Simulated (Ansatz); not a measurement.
The calculation used DFT, PBE, plane waves (420 eV) with PAW, scalar-relativistic (Ansatz 0.2.0).

An element in the bcc structure gives this curve. The cell is scaled uniformly from the relaxed one, with fractional coordinates and shape fixed. Energies are extrapolated to zero smearing, pressures are those at the given smearing. Magnetic state: spin not included.

```json
{"V (Å³/atom)": "37.084", "E − E₀ (meV/atom)": "36.8", "P (GPa)": "2.63"}
{"V (Å³/atom)": "38.769", "E − E₀ (meV/atom)": "15.5", "P (GPa)": "1.61"}
{"V (Å³/atom)": "40.455", "E − E₀ (meV/atom)": "3.7", "P (GPa)": "0.75"}
{"V (Å³/atom)": "42.141", "E − E₀ (meV/atom)": "0.0", "P (GPa)": "0.01"}
{"V (Å³/atom)": "43.826", "E − E₀ (meV/atom)": "3.3", "P (GPa)": "-0.62"}
{"V (Å³/atom)": "45.512", "E − E₀ (meV/atom)": "12.7", "P (GPa)": "-1.15"}
{"V (Å³/atom)": "47.197", "E − E₀ (meV/atom)": "27.1", "P (GPa)": "-1.60"}
```

**Question.** Which element is it?
A. calcium
B. ytterbium
C. lead
D. yttrium

**Answer.** A. Its fit is V₀ = 42.14 Å³/atom, B₀ = 16.6 GPa, B₀′ = 2.8.
